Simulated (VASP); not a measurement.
A run of VASP 6.6.1 is set up as follows.

File INCAR:

```
PREC     = Accurate       # precision mode
ENCUT    = 600            # plane-wave cutoff, eV
EDIFF    = 1E-6           # SCF threshold, eV
ISMEAR   = 1              # smearing method
SIGMA    = 0.1            # smearing width, eV
LREAL    = F              # projectors in reciprocal space
LASPH    = T              # aspherical terms in the spheres
NELM     = 150            # most SCF steps
ALGO     = Normal         # electronic algorithm
ISIF     = 3              # what is computed and relaxed
LWAVE    = F              # write WAVECAR
LCHARG   = F              # write CHGCAR
ISPIN    = 2              # spin polarisation
MAGMOM   = 2              # initial moments
LORBIT   = 11             # projections on sites
LMAXMIX  = 4              # l up to which the mixer works
METAGGA  = R2SCAN         # meta-GGA
LMIXTAU  = T            
LUSE_VDW = T            
IVDW_NL  = 2            
BPARAM   = 11.95        
CPARAM   = 0.0093       
IBRION   = 2              # ionic algorithm
NSW      = 90             # ionic steps
EDIFFG   = -0.01          # ionic threshold
AMIX     = 0.2          
BMIX     = 1E-4         
AMIX_MAG = 0.8          
BMIX_MAG = 1E-4
```

Contents of KPOINTS:

```
regular mesh
0
Gamma
  18 18 18
```

POSCAR

```
Ni
1.0
    0.0000000000      1.7619350000      1.7619350000
    1.7619350000      0.0000000000      1.7619350000
    1.7619350000      1.7619350000      0.0000000000
Ni
1
Direct
    0.0000000000      0.0000000000      0.0000000000
```

Potentials or basis: VASP PAW PBE potentials, release 64 (Ni).

The run is started by

```console
$ cat potpaw_PBE.64/Ni/POTCAR > POTCAR
$ mpirun -np 1 vasp_std > vasp.out
```

(1) What does it give for the relaxed cell?

(2) What does it give for the space group after relaxing (to 0.05 Å)?

Answers

(1) a = 2.454 Å, b = 2.454 Å, c = 2.454 Å, α = 60.00°, β = 60.00°, γ = 60.00°.

(2) Fm-3m (No. 225).
